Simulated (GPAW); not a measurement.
Consider Al on a Ti site in TiS.

```xyz
16
Lattice="0.0000 0.0000 -6.4341 -3.2672 -5.6589 0.0000 -6.5343 0.0000 0.0000" Properties=species:S:1:pos:R:3 pbc="T T T"
Al   -8.1759   -4.7305   -0.0096
Ti   -4.9071   -4.7106   -6.4295
Ti   -8.1708   -4.7166   -3.2135
Ti   -6.5293   -1.8895   -6.4283
Ti   -4.9046   -4.7320   -3.2147
Ti   -3.2755   -1.8911   -6.4310
Ti   -6.5518   -1.8794   -3.2140
Ti   -3.2520   -1.8827   -3.2165
S    -3.2713   -5.6577   -4.7963
S    -3.2738   -0.0001   -4.8006
S    -0.0052   -0.0027   -1.6270
S    -8.1690   -2.8348   -4.8016
S    -3.2669   -0.0044   -1.6323
S    -4.9032   -2.8304   -4.8279
S    -8.1683   -2.8315   -1.6259
S    -4.9033   -2.8310   -1.6000
```

Absorber: atom 1, with 1 S at 2.48 Å, 4 S at 2.49 Å and 1 S at 2.51 Å (trigonal prismatic; the defect atom itself). Method: GPAW, PBE, excited-electron core hole (neutral cell), 16-atom cell with 6.4 Å between holes, 3×3×3 k points, dipole transitions, Gaussian full width 0.9 eV up to 4 eV, rising linearly to 3.5 eV at 25 eV.

Predict the near-edge structure at the Al K edge.

Main maxima up to 24 eV above the zero (height): 1.9 eV (1.52), 4.1 eV (3.80), 8.1 eV (0.79), 10.6 eV (0.58) and 15.1 eV (1.25). A K edge sees empty p states on the absorber. The total-energy difference is 1558.06 eV. The tabulated edge of the element is 1559 eV. The functional leaves an error of a few eV in such absolute values.

The Al K spectrum (energy from the lowest empty level; intensity scaled to a mean of 1 over the first 20 eV):

```csv
E (eV),isotropic,ε ∥ x,ε ∥ y,ε ∥ z
-2.0,0.00,0.00,0.00,0.00
-1.5,0.00,0.00,0.00,0.00
-1.0,0.00,0.00,0.00,0.00
-0.5,0.01,0.01,0.01,0.01
0.0,0.08,0.10,0.10,0.04
0.5,0.30,0.36,0.36,0.17
1.0,0.77,0.73,0.72,0.85
1.5,1.34,1.23,1.21,1.58
2.0,1.50,1.51,1.50,1.50
2.5,1.34,1.33,1.34,1.35
3.0,1.82,2.00,2.04,1.43
3.5,2.50,2.98,3.02,1.51
4.0,3.71,3.58,3.55,4.00
4.5,3.08,2.25,2.17,4.84
5.0,1.52,1.03,1.02,2.50
5.5,0.91,0.91,0.90,0.93
6.0,0.70,0.73,0.72,0.65
6.5,0.57,0.60,0.59,0.52
7.0,0.58,0.67,0.67,0.41
7.5,0.69,0.78,0.78,0.50
8.0,0.78,0.81,0.81,0.73
8.5,0.72,0.69,0.70,0.77
9.0,0.57,0.56,0.57,0.57
9.5,0.49,0.54,0.54,0.41
10.0,0.53,0.59,0.59,0.41
10.5,0.58,0.63,0.63,0.47
11.0,0.55,0.60,0.60,0.47
11.5,0.50,0.53,0.53,0.42
12.0,0.49,0.52,0.52,0.42
12.5,0.56,0.59,0.60,0.50
13.0,0.71,0.72,0.73,0.67
13.5,0.87,0.87,0.88,0.87
14.0,1.04,1.02,1.02,1.07
14.5,1.18,1.15,1.15,1.25
15.0,1.25,1.21,1.20,1.35
15.5,1.21,1.16,1.15,1.32
16.0,1.08,1.04,1.03,1.17
16.5,0.92,0.90,0.90,0.97
17.0,0.80,0.79,0.78,0.83
17.5,0.73,0.71,0.70,0.77
18.0,0.69,0.66,0.65,0.77
18.5,0.67,0.62,0.61,0.79
19.0,0.65,0.58,0.57,0.79
19.5,0.61,0.55,0.54,0.74
20.0,0.58,0.54,0.54,0.67
20.5,0.57,0.56,0.55,0.60
21.0,0.58,0.59,0.59,0.55
21.5,0.60,0.63,0.63,0.53
22.0,0.62,0.67,0.66,0.54
22.5,0.64,0.69,0.68,0.55
23.0,0.65,0.70,0.69,0.56
23.5,0.65,0.70,0.69,0.56
24.0,0.65,0.70,0.70,0.54
24.5,0.65,0.71,0.71,0.52
25.0,0.65,0.72,0.72,0.51
25.5,0.65,0.73,0.73,0.50
26.0,0.65,0.73,0.73,0.50
26.5,0.65,0.71,0.71,0.52
```

The hole lies in one spin channel, while the script sums the empty states of both and takes the lower zero; where the two channels are split, this blurs and shifts the curve. The cell shows no gap over 0.35 eV; the host's own band filling, the defect's levels or the functional may be the cause. The starting moments shrank to 0.00 μB or less, so this is hardly a magnetic state. In so small a cell the defects form an ordered array, and no site is far from one. The holes are only 6.4 Å apart, so the shape is probably not converged with cell size; no larger cell was run here. The mesh is coarse (0.37 Å⁻¹ between points), so small maxima may be mesh ripples.

[Banner, clock and machine lines of the logs are left out without a mark of their own.]

[Logs are printed without paths, hosts, clocks, repeated set-up lines and the standing remarks that a program may print on its own settings, such as how far it seeks lower states.]

[Hosts, paths, dates, database ids (printed as entryN), source tags and the programs' standing remarks are cut or masked in the printed files.]

[Lists of maxima count a maximum above −3 eV only where it reaches 4 % of the highest in the window and stands out from its surroundings by 2 % of it (1.5 % where it reaches 55 %); shoulders and weaker maxima are passed over, and of the rest the first, up to two pre-edge ones and the few strongest are named.]
